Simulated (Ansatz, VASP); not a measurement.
NaCl in VASP and in Ansatz

File INCAR:

```
SYSTEM = NaCl
  PREC = Accurate
  ENCUT = 520
  EDIFF = 1E-6
  ISMEAR = 0
  SIGMA = 0.02
  LREAL = .FALSE.
  LASPH = .TRUE.
  NELM = 80
  ALGO = Normal
  ISIF = 2
  LWAVE = .FALSE.
  LCHARG = .FALSE.
  GGA = PE
  NBANDS = 14
```

The input KPOINTS:

```
Automatic mesh
0
G
  8 8 8
  0 0 0
```

Contents of POSCAR:

```
NaCl
1.0
    0.0000000000      2.9029329738      2.9029329738
    2.9029329738      0.0000000000      2.9029329738
    2.9029329738      2.9029329738      0.0000000000
Na Cl
1 1
Direct
    0.0000000000      0.0000000000      0.0000000000
    0.5000000000      0.5000000000      0.5000000000
```

Input for Ansatz:

```yaml
crystal:
  lattice:
    - [0.0, 2.9029328924, 2.9029328924]
    - [2.9029328924, 0.0, 2.9029328924]
    - [2.9029328924, 2.9029328924, 0.0]
  atoms:
    - { symbol: Na, position: [0.0, 0.0, 0.0] }
    - { symbol: Cl, position: [0.5, 0.5, 0.5] }
basis:
  ecutwfc: 420
kpoints:
  mp_grid: { grid: [8, 8, 8] }
hamiltonian:
  xc: pbe
scf:
  occupations: { method: gaussian, width: 0.02 }
output:
  forces: true
  stress: true
  eigenvalues: true
```

Alike in both runs: task single point; functional PBE; k mesh 8 × 8 × 8; occupations gaussian, width 0.02 eV; no spin polarisation.

```csv
,VASP,Ansatz
version,VASP 6.6.1,Ansatz 0.2.0
potentials or method,"VASP PAW PBE potentials, release 64 (Na_pv, Cl)","scalar-relativistic, plane waves, PAW"
plane-wave cutoff (eV),520,420
valence electrons in the cell,14,16
```

```csv
,VASP,Ansatz,Ansatz less VASP
gap on the k mesh at the Fermi level (eV),4.79,4.79,0.000
least direct gap on the mesh (eV),4.79,4.79,0.000
pressure (GPa),-1.2,-1.2,+0.03
```

The two sets of potentials don't hold the same shells in valence.

A k mesh can miss the band edges. A hybrid or GW would open this gap; PBE tends to underestimate it.
